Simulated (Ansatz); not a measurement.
How far is PAW off for Hg?

```
Hg
1.0
     3.09361    0.00000    0.00000
     0.00000    3.09361    0.00000
     0.00000    0.00000    3.09361
Hg
1
Cartesian
  0.0000 0.0000 0.0000
```

The cell was built from the sc type and relaxed in the same program, and has space group Pm-3m; it needn't be a known or the stable phase.

Spin–orbit coupling is left out, though it moves levels of the heavy atoms by tenths of an eV or more.

Methods: DFT, PBE, PAW with Ansatz's default frozen-core files, scalar-relativistic (Ansatz 0.2.0); DFT, PBE, all-electron LAPW, scalar-relativistic (Ansatz 0.2.0).

For PAW: a Γ-centred 12×12×12 k mesh, Fermi–Dirac smearing of 0.05 eV, cutoff 420 eV, no spin polarisation. LAPW targets a basis error of 0.25 meV/atom. The Ansatz runs share mesh, smearing and spin set-up. Plane-wave (PAW) pressures include the program's estimate of the Pulay term.

Stress and pressure are positive in compression.

Levels count from the Fermi level.

PAW results:

```csv
quantity,PAW
pressure (GPa),-0.04
highest filled level at R (eV),-5.385
lowest empty level at R (eV),3.707
highest filled level at Γ (eV),-5.930
lowest empty level at Γ (eV),9.387
```

(1) What does full-potential LAPW give for the same quantities?

Results:

(1) 
| quantity | LAPW |
| --- | --- |
| pressure (GPa) | -0.05 |
| highest filled level at R (eV) | -5.385 |
| lowest empty level at R (eV) | 3.707 |
| highest filled level at Γ (eV) | -5.930 |
| lowest empty level at Γ (eV) | 9.386 |
